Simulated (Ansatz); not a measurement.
The system is Si2W.

```
W Si
1.0
     4.61685    0.00000    0.00000
    -2.30843    3.99831    0.00000
     0.00000    0.00000    6.65322
W Si
3 6
Cartesian
  2.3084 0.0000 3.3266
  1.1542 1.9992 5.5444
  -1.1542 1.9992 1.1089
  1.1332 0.6542 1.1089
  3.4837 0.6542 5.5444
  0.0000 1.3085 3.3266
  1.1753 3.3441 1.1089
  -1.1753 3.3441 5.5444
  2.3084 2.6899 3.3266
```

Measurements of this composition are mostly on another form, of space group No. 139.

Base run:

| Quantity | Value |
| --- | --- |
| Program | Ansatz 0.2.0 |
| Functional | LDA |
| Potentials or basis | Ansatz PAW |
| Cutoff | 420 eV (not typed: the program's choice for these potentials) |
| k mesh | 7 × 7 × 4 |
| Occupations | fermi-dirac, width 0.05 eV |
| Spin | no spin polarisation |

Its results: pressure -9.2 GPa; largest force 0.056 eV/Å.

Task: The run is repeated on the same cell with these changes: functional from LDA to PBEsol. What comes out?

Result: Pressure -5.6 GPa; largest force 0.035 eV/Å.

PBEsol binds less tightly than LDA, so the same cell stands under more pressure.

Caveats: the PAW data sets come from PBE, with cores solved anew for the run's functional, which leaves a small shift of forces and pressure.
